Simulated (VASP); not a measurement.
Crystal: SiO2.

```
Si O
1.0
     4.19226    0.00000    0.00000
     0.00000    4.19226    0.00000
     0.00000    0.00000    2.68252
Si O
2 4
Direct
  0.00000 0.00000 0.00000
  0.50000 0.50000 0.50000
  0.30584 0.30584 0.00000
  0.19416 0.80584 0.50000
  0.69416 0.69416 0.00000
  0.80584 0.19416 0.50000
```

Base run:

| Property | Result |
| --- | --- |
| Program | VASP 6.6.1 |
| Functional | PBEsol |
| Potentials or basis | VASP PAW PBE potentials, release 64 (Si, O_h) |
| Cutoff | 900 eV |
| k mesh | 6 × 6 × 8 |
| Occupations | gaussian, width 0.02 eV |
| Spin | no spin polarisation |

Its results: band gap on the k mesh 5.35 eV, direct; pressure -0.5 GPa.

**Question.** The run is repeated on the same cell with these changes: potentials or basis from VASP PAW PBE potentials, release 64 (Si, O_h) to VASP PAW PBE potentials, release 64 (Si, O); cutoff from 900 eV to 520 eV; occupations from gaussian, width 0.02 eV to gaussian, width 0.5 eV. What comes out?

**Answer.** Band gap on the k mesh 5.34 eV, direct; pressure 0.4 GPa.

Caveats: the PAW data sets were made with another functional, which shifts forces and pressure a little; the cutoff is under 1.25 times the usual one of these potentials, so pressure, stress and relaxed cells hold a basis-set (Pulay) error (some runs).

A k mesh can miss the band edges.

Not every run made on this cell is shown here.
